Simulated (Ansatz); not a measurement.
Zone-centre phonons of NbN at 2 GPa: input and output

Method: DFT PBEsol, scalar-relativistic, plane waves, PAW (Ansatz 0.2.0).

Launched with:
```bash
ansatz run input.yaml --threads 1 --pin off --max-ram 3072MiB --backend cpu --events-out ev --progress --plain --runs-dir out
```

Input (bare energies are in eV):
```yaml
crystal:
  lattice:
    - [0.0, 2.1865520209, 2.1865520209]
    - [2.1865520209, 0.0, 2.1865520209]
    - [2.1865520209, 2.1865520209, 0.0]
  atoms:
    - { symbol: Nb, position: [0.5, 0.5, 0.5] }
    - { symbol: "N", position: [0.0, 0.0, 0.0] }
basis:
  ecutwfc: 420
kpoints:
  mp_grid: { grid: [16, 16, 16] }
hamiltonian:
  xc: pbesol
scf:
  occupations: { method: fermi_dirac, width: 0.15 }
output:
  eigenvalues: true
phonons:
  method: dfpt
  eigenvectors: true
```

The end of the output:
```
--- Phonons (Γ-DFPT): 2 representative perturbations + reference, on 349 of 4096 k-points (Σ response iterations 6) ---
  k mesh reduced under 8 symmetry operations, with k and −k counted as one. Each operation leaves every solved perturbation unchanged. A smaller set is not used because it would not reduce the number of displacements ...
  ASR residual: 1.831e-3 → 0.000e0 eV/Å²; symmetrization residual: 1.316e-6 eV/Å²
  ASR residual per site (eV/Å²): 1.83e-3 2.32e-4
  Γ frequencies (cm⁻¹): 0.00 0.00 0.00 413.64 413.64 413.64
  non-analytic LO–TO correction: not included (Born effective charges unavailable; polar crystals: no LO–TO splitting at Γ)
```

The run took 36 s on 1 thread of Arm Neoverse V1, on a shared host, peak memory 0.57 GiB.

In a metal, frequencies and elastic constants depend on the k mesh and the smearing, soft modes and shear constants most.